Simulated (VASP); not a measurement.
# CaF2 (lda) (Fm-3m) in VASP: notebook, part 2 of 2

VASP 6.6.1. The steps go on from the part before.

### Step 4. Single point, LDA

This run uses another cell than the first one, of 13.59 Å³/atom, 1.079 times its volume.

Input file INCAR:

```
SYSTEM = CaF2
PREC = Accurate ; ENCUT = 520
EDIFF = 1E-7 ; ISMEAR = 0
SIGMA = 0.1 ; LREAL = .False.
LASPH = .True. ; NELM = 100
ALGO = Normal ; ISIF = 2
LWAVE = .False. ; LCHARG = .True.
LELF = .True. ; LVHAR = .True.
NBANDS = 19
```

Input file KPOINTS:

```
regular mesh
0
Gamma
  6 6 6
  0 0 0
```

Input file POSCAR:

```
CaF2
1.0
    0.0000000000      2.7316045000      2.7316045000
    2.7316045000      0.0000000000      2.7316045000
    2.7316045000      2.7316045000      0.0000000000
Ca F
1 2
Direct
    0.0000000000      0.0000000000      0.0000000000
    0.2500000000      0.2500000000      0.2500000000
    0.7500000000      0.7500000000      0.7500000000
```

Potentials or basis: VASP PAW LDA potentials, release 64 (Ca_sv, F).

Started as:

```
$ cat potpaw_LDA.64/Ca_sv/POTCAR potpaw_LDA.64/F/POTCAR > POTCAR
$ mpirun -np 1 vasp_std > vasp.out
```

OUTCAR:

```text
SYSTEM = CaF2
   PREC = Accurate
   ENCUT = 520
   EDIFF = 1E-7
   ISMEAR = 0
   LREAL = .False.
   LASPH = .True.
   NELM = 100
   ISIF = 2

 ion  position               nearest neighbor table
   1  0.000  0.000  0.000-   2 2.37   3 2.37   3 2.37   3 2.37   3 2.37   2 2.37   2 2.37   2 2.37

   2  0.250  0.250  0.250-   1 2.37   1 2.37   1 2.37   1 2.37
   3  0.750  0.750  0.750-   1 2.37   1 2.37   1 2.37   1 2.37

  LATTYP: Found a face centered cubic cell.
 ALAT       =     5.4632090000

  Lattice vectors:

 A1 = (   0.0000000000,   2.7316045000,   2.7316045000)
 A2 = (   2.7316045000,   0.0000000000,   2.7316045000)
 A3 = (   2.7316045000,   2.7316045000,   0.0000000000)

Analysis of symmetry for initial positions (statically):
=====================================================================
 Subroutine PRICEL returns:
 Original cell was already a primitive cell.

 Routine SETGRP: Setting up the symmetry group for a
 face centered cubic supercell.

 Subroutine GETGRP returns: Found 48 space group operations
 (whereof 48 operations were pure point group operations)
 out of a pool of 48 trial point group operations.

The static configuration has the point symmetry O_h .

Analysis of symmetry for dynamics (positions and initial velocities):
=====================================================================
 Subroutine PRICEL returns:
 Original cell was already a primitive cell.

 Routine SETGRP: Setting up the symmetry group for a
 face centered cubic supercell.

 Subroutine GETGRP returns: Found 48 space group operations
 (whereof 48 operations were pure point group operations)
 out of a pool of 48 trial point group operations.

The dynamic configuration has the point symmetry O_h .

 Subroutine INISYM returns: Found 48 space group operations
 (whereof 48 operations are pure point group operations),
 and found     1 'primitive' translations

----------------------------------------------------------------------------------------

                                     Primitive cell

  volume of cell :      40.7646

  direct lattice vectors                    reciprocal lattice vectors
     0.000000000  2.731604500  2.731604500    -0.183042604  0.183042604  0.183042604
     2.731604500  0.000000000  2.731604500     0.183042604 -0.183042604  0.183042604
     2.731604500  2.731604500  0.000000000     0.183042604  0.183042604 -0.183042604

  length of vectors
     3.863072131  3.863072131  3.863072131     0.317039090  0.317039090  0.317039090

  position of ions in fractional coordinates (direct lattice)
     0.000000000  0.000000000  0.000000000
     0.250000000  0.250000000  0.250000000
     0.750000000  0.750000000  0.750000000

  ion indices of the primitive-cell ions
   primitive index   ion index
                 1           1
                 2           2
                 3           3

----------------------------------------------------------------------------------------

 KPOINTS: regular mesh

Automatic generation of k-mesh.
 Grid dimensions read from file:
 generate k-points for:    6    6    6

 Generating k-lattice:

  Cartesian coordinates                     Fractional coordinates (reciprocal lattice)
    -0.030507101  0.030507101  0.030507101     0.166666667  0.000000000  0.000000000
     0.030507101 -0.030507101  0.030507101     0.000000000  0.166666667  0.000000000
     0.030507101  0.030507101 -0.030507101     0.000000000  0.000000000  0.166666667

  Length of vectors
     0.052839848  0.052839848  0.052839848

  Shift w.r.t. Gamma in fractional coordinates (k-lattice)
     0.000000000  0.000000000  0.000000000

 Subroutine IBZKPT returns following result:
 ===========================================

 Found     16 irreducible k-points:

 Following reciprocal coordinates:
            Coordinates               Weight
  0.000000  0.000000  0.000000      1.000000
  0.166667  0.000000  0.000000      8.000000
  0.333333  0.000000  0.000000      8.000000
  0.500000  0.000000  0.000000      4.000000
  0.166667  0.166667  0.000000      6.000000
  0.333333  0.166667  0.000000     24.000000
[... 8 lines left out ...]
 -0.333333  0.333333  0.166667     24.000000
 -0.333333  0.500000  0.166667     12.000000
   k-points           NKPTS =     16   k-points in BZ     NKDIM =     16   number of bands    NBANDS=     19
   number of dos      NEDOS =    301   number of ions     NIONS =      3
   total plane-waves  NPLWV =  27000
   dimension x,y,z NGX =    30 NGY =   30 NGZ =   30
   dimension x,y,z NGXF=    60 NGYF=   60 NGZF=   60
   ions per type =               1   2
   NGX,Y,Z   is equivalent  to a cutoff of  12.91, 12.91, 12.91 a.u.
   NGXF,Y,Z  is equivalent  to a cutoff of  25.82, 25.82, 25.82 a.u.
 SYSTEM =  CaF2
   PREC   = accura    normal or accurate (medium, high low for compatibility)
   ISTART =      0    job   : 0-new  1-cont  2-samecut
   ICHARG =      2    charge: 1-file 2-atom 10-const
   ISPIN  =      1    spin polarized calculation?
   LNONCOLLINEAR =      F non collinear calculations
   LSORBIT =      F    spin-orbit coupling
   LASPH  =      T    aspherical Exc in radial PAW
   ENCUT  =  520.0 eV  38.22 Ry    6.18 a.u.   7.18  7.18  7.18*2*pi/ulx,y,z
   NELM   =    100;   NELMIN=  2; NELMDL= -5     # of ELM steps
   EDIFF  = 0.1E-06   stopping-criterion for ELM
   LREAL  =      F    real-space projection
   EDIFFG = 0.1E-05   stopping-criterion for IOM
   NSW    =      0    number of steps for IOM
   IBRION =     -1    ionic relax: 0-MD 1-quasi-New 2-CG
   NFREE  =      0    steps in history (QN), initial steepest desc. (CG)
   ISIF   =      2    stress and relaxation
   ISYM   =      2    0-nonsym 1-usesym 2-fastsym
   POTIM  = 0.5000    time-step for ionic-motion
   TEBEG  =    0.0;   TEEND  =   0.0 temperature during run
   PSTRESS=    0.0 pullay stress
   NELECT =      24.0000    total number of electrons
   NUPDOWN=      -1.0000    fix difference up-down
   EMIN   =  10.00;   EMAX   =-10.00  energy-range for DOS
   EFERMI =   0.00;   METHOD = LEGACY
   ISMEAR =     0;   SIGMA  =   0.10  broadening in eV -4-tet -1-fermi 0-gaus
   EFERMI_NEDOS =   21; number of points for ismear=-14 and -15
   IALGO  =     38    algorithm
   IMIX   =      4    mixing-type and parameters
     AMIX     =   0.40;   BMIX     =  1.00
     AMIX_MAG =   1.60;   BMIX_MAG =  1.00
  volume/ion in A,a.u.               =      13.59        91.70
  Fermi-wavevector in a.u.,A,eV,Ry     =   1.372095  2.592883 25.614926  1.882644
  Thomas-Fermi vector in A             =   2.497733
   LORBIT       =      0    0 simple, 1 ext, 2 COOP (PROOUT), +10 PAW based schemes
   GGA     = CA    functional components
   LHFCALC =     F    Hartree Fock is set to
   AEXX    =    0.0000 exact exchange contribution
   IVDW    =     0    specifies the selected vdW correction
   LEPSILON=     F    determine dielectric tensor
   LRPA    =     F    only Hartree local field effects (RPA)
 non-spin polarized calculation
 Gauss-broadening in eV      SIGMA  =   0.10
  energy-cutoff  :      520.00
  volume of cell :       40.76
 maximum number of plane-waves:      1113
 NGX is ok and might be reduce to    30
   NGX = 15   NGY = 15   NGZ = 15

 number of electron      23.9999987 magnetization

 Free energy of the ion-electron system (eV)
  ---------------------------------------------------
  ext. energy  EPLUGINS =         0.00000000
  ---------------------------------------------------
  free energy    TOTEN  =       -18.95666055 eV

  energy without entropy =      -18.95666055  energy(sigma->0) =      -18.95666055

 E-fermi :  -0.9184     XC(G=0): -10.3686

 val. band max:       -1.3615790517   @ k =   0.5000   0.5000   0.0000
 cond. band min:       5.5376865054   @ k =   0.0000   0.0000   0.0000
 fundamental gap:      6.8992655571
 Fermi energy:        -0.9184293717

 k-point     1 :       0.0000    0.0000    0.0000
  band No.  band energies     occupation
      1     -36.7985      2.00000
      2     -20.8894      2.00000
      3     -20.0722      2.00000
      4     -18.0399      2.00000
      5     -18.0399      2.00000
      6     -18.0399      2.00000
[... 11 lines left out ...]
     18       9.8266      0.00000
     19      15.1170      0.00000
[... 313 lines left out ...]
      3     -20.6680      2.00000
      4     -18.1560      2.00000
      5     -17.8848      2.00000
      6     -17.4731      2.00000
[... 11 lines left out ...]
     18      12.8956      0.00000
     19      12.9038      0.00000

------------------------ aborting loop because EDIFF is reached ----------------------------------------

  FORCE on cell =-STRESS in cart. coord.  units (eV):
  Direction    XX          YY          ZZ          XY          YZ          ZX
  --------------------------------------------------------------------------------------
  -------------------------------------------------------------------------------------
  Total       -1.5548831     -1.5548831     -1.5548831     -0.0000000      0.0000000      0.0000000
  in kB      -61.1117701    -61.1117701    -61.1117701     -0.0000000      0.0000000      0.0000000
  external PRESSURE =     -61.1117701 kB  Pullay stress =       0.0000000 kB

 VOLUME and BASIS-vectors are now :
 -----------------------------------------------------------------------------
  energy-cutoff  :      520.00
  volume of cell :       40.76
      direct lattice vectors                 reciprocal lattice vectors
     0.000000000  2.731604500  2.731604500    -0.183042604  0.183042604  0.183042604
     2.731604500  0.000000000  2.731604500     0.183042604 -0.183042604  0.183042604
     2.731604500  2.731604500  0.000000000     0.183042604  0.183042604 -0.183042604

 POSITION                                       TOTAL-FORCE (eV/Angst)
 -----------------------------------------------------------------------------------
      0.00000      0.00000      0.00000        -0.000000     -0.000000      0.000000
      1.36580      1.36580      1.36580         0.000000      0.000000      0.000000
      4.09741      4.09741      4.09741        -0.000000     -0.000000     -0.000000
 -----------------------------------------------------------------------------------
    total drift:                                0.000000     -0.000000      0.000000

  FREE ENERGIE OF THE ION-ELECTRON SYSTEM (eV)
  ---------------------------------------------------
  free  energy   TOTEN  =       -18.9566605516 eV

  energy  without entropy=      -18.9566605516  energy(sigma->0) =      -18.95666055
```

stdout:

```text
POSCAR found type information on POSCAR CaF
 POSCAR found :  2 types and       3 ions
 scaLAPACK will be used
 LDA part: xc-table for (Slater(with rela. corr.)+CA(PZ))
 , standard interpolation
 POSCAR, INCAR and KPOINTS ok, starting setup
 FFT: planning ... GRIDC
 FFT: planning ... GRID_SOFT
 FFT: planning ... GRID
 WAVECAR not read
 entering main loop
```

Run time: 12 s. Hardware: 1 thread of Intel Xeon Platinum 8375C at 2.90GHz (Ice Lake), shared host; peak memory 0.15 GiB.

What came out:

```
Free energy            : -18.9567 eV
Pressure               : -6.1 GPa
Band gap on the k mesh : 6.90 eV, indirect (least direct gap 7.16 eV)
```

Levels at points of the mesh, in eV from the valence-band top:
| k point | band 9 | band 10 | band 11 | band 12 | band 13 | band 14 | band 15 | band 16 |
| --- | --- | --- | --- | --- | --- | --- | --- | --- |
| (0.00, 0.00, 0.00) | -2.17 | -0.26 | -0.26 | -0.26 | 6.90 | 9.03 | 9.03 | 11.19 |
| (0.50, 0.00, 0.00) | -1.33 | -1.28 | -0.85 | -0.85 | 9.25 | 9.25 | 9.64 | 10.30 |
| (0.50, 0.50, 0.00) | -1.68 | -0.38 | -0.38 | 0.00 | 7.86 | 9.42 | 10.01 | 10.82 |

### Step 5. Summary

| task | cell | k mesh | cutoff (eV) | smearing | gap on the mesh (eV) | pressure (GPa) |
| --- | --- | --- | --- | --- | --- | --- |
| single point | Fm-3m, 12.59 Å³/atom | 8 × 8 × 8 | 520 | gaussian 0.02 eV | 7.35 | 0.6 |
| relaxation of cell and atoms | relaxed | 8 × 8 × 8 | 600 | gaussian 0.02 eV | 7.33 | 0.0 |
| single point | Fm-3m, 13.59 Å³/atom | 6 × 6 × 6 | 520 | gaussian 0.1 eV | 6.90 | -6.1 |

Alike in all rows: level LDA; potentials or basis VASP PAW LDA potentials, release 64 (Ca_sv, F); no spin polarisation.

Total energies depend on the potentials used, so only differences within one code and one set of settings carry meaning.
